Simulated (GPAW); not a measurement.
# GaN in GPAW: the effect of functional

Crystal: GaN.

```
CELL_PARAMETERS angstrom
0.00000 2.25350 2.25350
2.25350 0.00000 2.25350
2.25350 2.25350 0.00000
ATOMIC_POSITIONS crystal
Ga 0.00000 0.00000 0.00000
N 0.25000 0.25000 0.25000
```

The cell is a database's computed one.

Alike in all runs:

- Program: GPAW 26.7.0
- Task: dielectric tensor
- Cutoff: 600 eV
- Basis: pw
- k mesh: 8 × 8 × 8
- Occupations: fermi-dirac, width 0.001 eV
- Spin: no spin polarisation

```tsv
functional	potentials or basis	gap on the mesh (eV)	dielectric constant (mean)
LDA	the program's PAW data sets (release 1.2.1) made for this functional	1.84	5.66
AM05	PAW data sets generated in the run's folder for this functional	1.84	5.62
RPBE	the program's PAW data sets (release 1.2.1) made for this functional	?	?
PBEsol	PAW data sets generated in the run's folder for this functional	1.76	5.71
PBE	GPAW PAW data sets (gpaw-data 1.2.1)	1.80	5.60
```

Question: What does the run with functional RPBE give?

Answer: gap on the mesh 1.83 eV; dielectric constant 5.53 mean.

Caveats: the long-wavelength limit can be off by a per cent or two.

A k mesh can miss the band edges.
